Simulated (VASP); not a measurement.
# SrTiO3 (Tausonite) (Pm-3m) in VASP: a series of runs, part 2 of 3

VASP 6.6.1. The steps go on from the part before.

## Step 4: Relaxation of cell and atoms, PBEsol

Input file INCAR:

```
SYSTEM = SrTiO3
ALGO     = Normal         ! electronic algorithm
EDIFF    = 1E-6           ! SCF threshold, eV
EDIFFG   = -0.01          ! ionic threshold
ENCUT    = 600            ! plane-wave cutoff, eV
GGA      = PS             ! functional
IBRION   = 2              ! ionic algorithm
ISIF     = 3              ! what is computed and relaxed
ISMEAR   = 0              ! smearing method
KPAR     = 4            
LASPH    = .True.         ! aspherical terms in the spheres
LCHARG   = .False.        ! write CHGCAR
LREAL    = .False.        ! projectors in reciprocal space
LWAVE    = .False.        ! write WAVECAR
NELM     = 80             ! most SCF steps
NSW      = 90             ! ionic steps
PREC     = Accurate       ! precision mode
SIGMA    = 0.03           ! smearing width, eV
```

Input file KPOINTS:

```
k-points
0
Gamma
  8 8 8
  0 0 0
```

Input file POSCAR:

```
SrTiO3
1.0
    3.9052800000      0.0000000000      0.0000000000
    0.0000000000      3.9052800000      0.0000000000
    0.0000000000      0.0000000000      3.9052800000
Sr Ti O
1 1 3
Direct
    0.5000000000      0.5000000000      0.5000000000
    0.0000000000      0.0000000000      0.0000000000
    0.5000000000      0.0000000000      0.0000000000
    0.0000000000      0.5000000000      0.0000000000
    0.0000000000      0.0000000000      0.5000000000
```

Potentials or basis: VASP PAW PBE potentials, release 64 (Sr_sv, Ti_sv, O).

On the command line:

```bash
cat potpaw_PBE.64/Sr_sv/POTCAR potpaw_PBE.64/Ti_sv/POTCAR potpaw_PBE.64/O/POTCAR > POTCAR
mpirun -np 4 vasp_std > vasp.out
```

OUTCAR:

```text
SYSTEM = SrTiO3
   EDIFF = 1E-6
   EDIFFG = -0.01
   ENCUT = 600
   GGA = PS
   IBRION = 2
   ISIF = 3
   ISMEAR = 0
   LASPH = .True.
   LREAL = .False.
   NELM = 80
   NSW = 90
   PREC = Accurate

 ion  position               nearest neighbor table
   1  0.500  0.500  0.500-   3 2.76   4 2.76   5 2.76   3 2.76   4 2.76   3 2.76   5 2.76   3 2.76
                             4 2.76   5 2.76   4 2.76   5 2.76   2 3.38   2 3.38   2 3.38   2 3.38
   2  0.000  0.000  0.000-   3 1.95   4 1.95   5 1.95   5 1.95   4 1.95   3 1.95   1 3.38   1 3.38
                             1 3.38   1 3.38   1 3.38   1 3.38   1 3.38   1 3.38
   3  0.500  0.000  0.000-   2 1.95   2 1.95   1 2.76   1 2.76   1 2.76   1 2.76
   4  0.000  0.500  0.000-   2 1.95   2 1.95   1 2.76   1 2.76   1 2.76   1 2.76
   5  0.000  0.000  0.500-   2 1.95   2 1.95   1 2.76   1 2.76   1 2.76   1 2.76

  LATTYP: Found a simple cubic cell.
 ALAT       =     3.9052800000

  Lattice vectors:

 A1 = (   3.9052800000,   0.0000000000,   0.0000000000)
 A2 = (   0.0000000000,   3.9052800000,   0.0000000000)
 A3 = (   0.0000000000,   0.0000000000,   3.9052800000)

Analysis of symmetry for initial positions (statically):
=====================================================================
[... 188 lines left out ...]
  -------------------------------------------------------------------------------------
  Total       -0.5652723     -0.5652723     -0.5652723      0.0000000      0.0000000     -0.0000000
  in kB      -15.2058871    -15.2058871    -15.2058871      0.0000000      0.0000000     -0.0000000
  external PRESSURE =     -15.2058871 kB  Pullay stress =       0.0000000 kB
[... 65 lines left out ...]
--------------------------------------- Ionic step        3  -------------------------------------------

 number of electron      39.9999982 magnetization

 Free energy of the ion-electron system (eV)
  ---------------------------------------------------
  ext. energy  EPLUGINS =         0.00000000
  ---------------------------------------------------
  free energy    TOTEN  =       -42.02328934 eV

  energy without entropy =      -42.02328934  energy(sigma->0) =      -42.02328934

 E-fermi :   4.2731     XC(G=0): -11.5816

 val. band max:        4.0886735533   @ k =   0.5000   0.5000   0.5000
 cond. band min:       5.9045215555   @ k =   0.0000   0.0000   0.0000
 fundamental gap:      1.8158480023
 Fermi energy:         4.2730660924

 k-point     1 :       0.0000    0.0000    0.0000
  band No.  band energies     occupation
      1     -52.0790      2.00000
      2     -28.5313      2.00000
      3     -28.4467      2.00000
      4     -28.4467      2.00000
      5     -28.4467      2.00000
      6     -13.2996      2.00000
[... 637 lines left out ...]
     23       8.2736      0.00000
     24       9.9450      0.00000

 [... further k-points ...]

------------------------ aborting loop because EDIFF is reached ----------------------------------------

  FORCE on cell =-STRESS in cart. coord.  units (eV):
  Direction    XX          YY          ZZ          XY          YZ          ZX
  --------------------------------------------------------------------------------------
  -------------------------------------------------------------------------------------
  Total       -0.0033623     -0.0033623     -0.0033623      0.0000000     -0.0000000      0.0000000
  in kB       -0.0911812     -0.0911812     -0.0911812      0.0000000     -0.0000000      0.0000000
  external PRESSURE =      -0.0911812 kB  Pullay stress =       0.0000000 kB
[... 20 lines left out ...]
  FREE ENERGIE OF THE ION-ELECTRON SYSTEM (eV)
  ---------------------------------------------------
  free  energy   TOTEN  =       -42.0232893433 eV

  energy  without entropy=      -42.0232893433  energy(sigma->0) =      -42.02328934

 reached required accuracy - stopping structural energy minimisation
```

OSZICAR:

```text
N       E                     dE             d eps       ncg     rms          rms(c)
DAV:   1     0.462835554141E+03    0.46284E+03   -0.23010E+04  1680   0.200E+03
DAV:   2    -0.123670565877E+01   -0.46407E+03   -0.45618E+03  2024   0.516E+02
DAV:   3    -0.492031574762E+02   -0.47966E+02   -0.45562E+02  2088   0.154E+02
[... 30 lines left out ...]
DAV:   4    -0.420230485000E+02   -0.10108E-03   -0.35438E-03  2416   0.316E-01    0.171E-01
DAV:   5    -0.420231305450E+02   -0.82045E-04   -0.33106E-04  2864   0.176E-01    0.134E-01
DAV:   6    -0.420232480807E+02   -0.11754E-03   -0.21284E-04  2272   0.845E-02    0.564E-02
DAV:   7    -0.420232879615E+02   -0.39881E-04   -0.11202E-04  2896   0.593E-02    0.116E-02
DAV:   8    -0.420232896094E+02   -0.16479E-05   -0.49390E-06  1808   0.169E-02    0.352E-03
DAV:   9    -0.420232893433E+02    0.26612E-06   -0.28023E-06  1952   0.112E-02
   3 F= -.42023289E+02 E0= -.42023289E+02  d E =-.225245E-02
```

Wall time 25 s (4 MPI ranks of AMD EPYC 9R45 (Zen 5), shared host); peak memory 0.21 GiB.

What came out:

| Property | Result |
| --- | --- |
| Free energy | -42.0233 eV |
| Relaxed volume | 11.82 Å³/atom |
| Relaxed cell | a = 3.895 Å, b = 3.895 Å, c = 3.895 Å, α = 90.00°, β = 90.00°, γ = 90.00° |
| Space group after relaxing (to 0.05 Å) | Pm-3m (No. 221) |
| Energy gained by relaxing | 0.5 meV/atom |
| Ionic steps | 3 |
| Pressure after relaxing | 0.0 GPa |
| Band gap on the k mesh | 1.82 eV, indirect (least direct gap 2.17 eV) |

Step by step:
| step | energy change (eV) | largest force (eV/Å) | pressure (GPa) | volume (Å³) |
| --- | --- | --- | --- | --- |
| 1 | 0.0000 | 0.0000 | -1.52 | 59.56 |
| 2 | 0.0001 | 0.0000 | 1.55 | 58.59 |
| 3 | -0.0023 | 0.0000 | -0.01 | 59.08 |

Final structure:
```yaml
crystal:
  lattice:
    - [3.89475, 0.00000, 0.00000]
    - [0.00000, 3.89475, 0.00000]
    - [0.00000, 0.00000, 3.89475]
  atoms:
    - { symbol: Sr, position: [0.50000, 0.50000, 0.50000] }
    - { symbol: Ti, position: [0.00000, 0.00000, 0.00000] }
    - { symbol: O, position: [0.50000, 0.00000, 0.00000] }
    - { symbol: O, position: [0.00000, 0.50000, 0.00000] }
    - { symbol: O, position: [0.00000, 0.00000, 0.50000] }
```

Caveat: the PAW data sets were made with another functional, which shifts forces and pressure a little. A k mesh can miss the band edges.

## Step 5: Relaxation of cell and atoms, PBEsol

This run uses another cell than the first one, of 11.82 Å³/atom, 0.992 times its volume.

INCAR, as its differences from that of step 4:

```diff
@@ -2,4 +2,4 @@
 ALGO     = Normal         ! electronic algorithm
-EDIFF    = 1E-6           ! SCF threshold, eV
-EDIFFG   = -0.01          ! ionic threshold
+EDIFF    = 1E-7           ! SCF threshold, eV
+EDIFFG   = -0.005         ! ionic threshold
 ENCUT    = 600            ! plane-wave cutoff, eV
```

KPOINTS is that of step 4.

Input file POSCAR:

```
SrTiO3                                  
1.0
    3.8947475960      0.0000000000     -0.0000000000
    0.0000000000      3.8947475960     -0.0000000000
    0.0000000000      0.0000000000      3.8947475960
  Sr              Ti              O             
     1     1     3
Direct
     0.5000000000000000    0.5000000000000000    0.5000000000000000
     0.0000000000000000    0.0000000000000000    0.0000000000000000
     0.5000000000000000    0.0000000000000000    0.0000000000000000
     0.0000000000000000    0.5000000000000000    0.0000000000000000
     0.0000000000000000    0.0000000000000000    0.5000000000000000
```

On the command line:

```bash
cat potpaw_PBE.64/Sr_sv/POTCAR potpaw_PBE.64/Ti_sv/POTCAR potpaw_PBE.64/O/POTCAR > POTCAR
mpirun -np 4 vasp_std > vasp.out
```

It took 14 s on 4 MPI ranks of AMD EPYC 9R45 (Zen 5), shared host; peak memory 0.19 GiB.

It converged, with:

```
Free energy             : -42.0222 eV
Pressure after relaxing : 0.0 GPa
Band gap on the k mesh  : 1.82 eV, indirect (least direct gap 2.17 eV)
```

Final structure:
```yaml
crystal:
  lattice:
    - [3.89475, 0.00000, 0.00000]
    - [0.00000, 3.89475, 0.00000]
    - [0.00000, 0.00000, 3.89475]
  atoms:
    - { symbol: Sr, position: [0.50000, 0.50000, 0.50000] }
    - { symbol: Ti, position: [0.00000, 0.00000, 0.00000] }
    - { symbol: O, position: [0.50000, 0.00000, 0.00000] }
    - { symbol: O, position: [0.00000, 0.50000, 0.00000] }
    - { symbol: O, position: [0.00000, 0.00000, 0.50000] }
```

Levels at points of the mesh, in eV from the valence-band top:
```
           k point  band 18  band 19  band 20  band 21  band 22  band 23
(0.00, 0.00, 0.00)    -0.35    -0.35    -0.35     1.82     1.82     1.82
(0.50, 0.00, 0.00)    -2.06    -0.74    -0.74     2.00     3.82     3.82
(0.50, 0.50, 0.00)    -1.60    -1.60    -0.10     3.83     3.83     4.28
(0.50, 0.50, 0.50)     0.00     0.00     0.00     4.52     4.52     4.52
```

Caveat: the relaxation stopped at its first step, so nothing moved; the PAW data sets were made with another functional, which shifts forces and pressure a little.

[end of part 2 of 3]
